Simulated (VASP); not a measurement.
S:

```
S
1.0
     7.84837    0.00000    0.00000
    -3.92419    6.79689    0.00000
     0.00000    0.00000    4.37185
S
9
Direct
  0.10747 0.10747 0.50000
  0.44971 0.68979 0.73359
  0.68979 0.44971 0.26641
  0.89253 0.00000 0.16667
  0.24008 0.55029 0.06693
  0.31021 0.75992 0.40026
  0.55029 0.24008 0.93307
  0.75992 0.31021 0.59974
  0.00000 0.89253 0.83333
```

This isn't the form of S at room conditions, which is orthorhombic, of S8 rings.

| Property | Result |
| --- | --- |
| Program | VASP 6.6.1 |
| Task | relaxation of cell and atoms |
| Functional | LDA |
| Potentials or basis | VASP PAW LDA potentials, release 64 (S) |
| Cutoff | 600 eV |
| k mesh | 6 × 6 × 6 |
| Occupations | gaussian, width 0.02 eV |
| Spin | no spin polarisation |

At the start: pressure -1.7 GPa; volume 25.91 Å³/atom.

Problem. How do energy, volume and symmetry change on relaxing?

Solution. Over 34 steps the energy falls by 31.2 meV/atom and the volume is 21.18 Å³/atom (-18.3 %); space group P3_221 (No. 154, to 0.05 Å).

The path:
```csv
step,energy change (eV),largest force (eV/Å),pressure (GPa),volume (Å³)
1,0.0000,0.0361,-1.75,233.21
2,-0.0274,0.5682,0.70,223.81
3,-0.0363,0.3634,-0.15,226.85
4,-0.0913,0.2883,-0.14,220.85
5,-0.1846,0.1485,0.24,203.46
6,-0.2434,0.1797,-0.80,199.98
7,-0.2525,0.3259,-1.28,198.23
8,-0.2774,0.1355,0.02,191.92
9,-0.2779,0.0932,-0.14,192.66
10,-0.2798,0.0369,-0.02,192.02
11,-0.2799,0.0625,0.00,191.88
12,-0.2803,0.0240,-0.09,191.77
13,-0.2803,0.0230,-0.12,191.74
14,-0.2805,0.0092,-0.03,191.31
15,-0.2805,0.0099,-0.01,191.25
16,-0.2806,0.0107,0.00,191.11
17,-0.2807,0.0156,0.05,190.71
18,-0.2808,0.0065,-0.01,190.70
19,-0.2808,0.0069,-0.01,190.70
20,-0.2808,0.0069,-0.01,190.67
21,-0.2808,0.0087,0.00,190.58
22,-0.2808,0.0250,0.01,190.41
23,-0.2808,0.0140,0.00,190.52
24,-0.2808,0.0068,0.02,190.48
25,-0.2808,0.0046,0.04,190.44
26,-0.2809,0.0043,0.03,190.46
27,-0.2809,0.0086,0.01,190.52
28,-0.2809,0.0231,-0.03,190.64
29,-0.2809,0.0122,0.00,190.55
30,-0.2809,0.0092,0.00,190.57
31,-0.2809,0.0026,-0.01,190.64
32,-0.2809,0.0018,-0.01,190.67
33,-0.2809,0.0007,-0.01,190.66
34,-0.2809,0.0027,0.01,190.65
```

Final structure:
```xyz
9
Lattice="7.1398 0.0000 0.0000 -3.5699 6.1833 0.0000 0.0000 0.0000 4.3185" Properties=species:S:1:pos:R:3 pbc="T T T"
S     0.4282    0.7416    2.1592
S     0.8261    4.2888    3.1856
S     3.3011    2.8598    1.1328
S     6.2835    0.0000    0.7197
S    -0.2688    3.3235    0.3066
S    -0.5573    4.7543    1.7461
S     3.0126    1.4290    4.0118
S     4.3960    1.8945    2.5723
S    -3.1417    5.4417    3.5987
```

Caveat: the volume moved by over 15 % at a fixed basis, so the end points are rough.
